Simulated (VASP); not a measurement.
**LiH in VASP: one cell, several levels of theory**

LiH built on the rocksalt prototype, under -1.0 % biaxial strain in the (111) plane, free along [111] is computed at one geometry. Runs: PBE, r2SCAN. The results are then set beside those of Ansatz 0.2.0 for the same cell.

Program: VASP 6.6.1. PAW datasets, plane waves. Computed at 0 K without zero-point motion; spin polarisation is off.

## Step 1: The system as given

The cell comes from an earlier relaxation with r2SCAN in another program, then strained, with the atoms relaxed again.

It is trigonal, R-3m (No. 166); a = 2.804 Å, c = 6.940 Å in the conventional setting, 7.88 Å³ an atom. Near Li stand 6 H at 1.99 Å; near H stand 6 Li at 1.99 Å.

As a file:

Space group R-3m:H (No. 166). a = 2.804 Å, b = 2.804 Å, c = 6.940 Å, α = 90.00°, β = 90.00°, γ = 120.00°
```json
{"atom": "Li", "site": "3a", "symmetry": "-3m", "x": "0.0000", "y": "0.0000", "z": "0.0000"}
{"atom": "H", "site": "3b", "symmetry": "-3m", "x": "0.6667", "y": "0.3333", "z": "0.8333"}
```

## Step 2: Single point with PBE

The input, INCAR:

```
ENCUT = 520.000000
SIGMA = 0.020000
EDIFF = 1.00e-07
GGA = PE
PREC = Accurate
IBRION = -1
ISIF = 2
ISMEAR = -1
NBANDS = 9
NELM = 120
NSW = 0
LASPH = .TRUE.
LCHARG = .TRUE.
LELF = .TRUE.
LWAVE = .FALSE.
LREAL = .FALSE.
```

The input, KPOINTS:

```
KPOINTS created by Atomic Simulation Environment
0
Gamma
10 10 10
0 0 0
```

The input, KPOINTS_OPT:

```
special points
7
Reciprocal
0.0000000000 0.0000000000 0.0000000000 1
0.5000000000 0.0000000000 0.5000000000 1
0.6250000000 0.2500000000 0.6250000000 1
0.3750000000 0.3750000000 0.7500000000 1
0.5000000000 0.5000000000 0.5000000000 1
0.5000000000 0.2500000000 0.7500000000 1
0.0000000000 0.5000000000 0.5000000000 1
```

The input, POSCAR:

```
Li H
 1.0000000000000000
     0.0135630404000000    1.9965279331000001    1.9965279331000001
     1.9965279331000001    0.0135630404000000    1.9965279331000001
     1.9965279331000001    1.9965279331000001    0.0135630404000000
 Li  H
   1   1
Cartesian
  0.0000000000000000  0.0000000000000000  0.0000000000000000
  2.0033094533000000  2.0033094533000000  2.0033094533000000
```

Potentials: the recommended PBE PAW datasets, 4 valence electrons in the neutral cell.

Launch:

```
$ mpirun -np 1 vasp_std
```

## Step 3: Single point with r2SCAN

The input, INCAR:

```
ENCUT = 520.000000
SIGMA = 0.010000
EDIFF = 1.00e-07
ALGO = Normal
METAGGA = R2SCAN
PREC = Accurate
IBRION = -1
ISIF = 2
ISMEAR = 0
NBANDS = 9
NELM = 120
NSW = 0
LASPH = .TRUE.
LCHARG = .FALSE.
LWAVE = .FALSE.
LREAL = .FALSE.
```

KPOINTS is that of step 2.

KPOINTS_OPT is that of step 2.

POSCAR is that of step 2.

Before running it: what results should come out? Wanted: for each run, gap; pressure; Ansatz: gap; Ansatz: pressure.

As calculated:

```
 level  gap (eV)  pressure (GPa)  Ansatz: gap (eV)  Ansatz: pressure (GPa)
   PBE      2.96            0.52              2.97                    0.78
r2SCAN      3.57            0.24              3.62                    0.73
```

In words: The gap runs from 2.96 eV (PBE) to 3.57 eV (r2SCAN). The two programs agree on the gap within 0.06 eV, far less than the spread between functionals. Each program uses its own PAW datasets and cutoff.
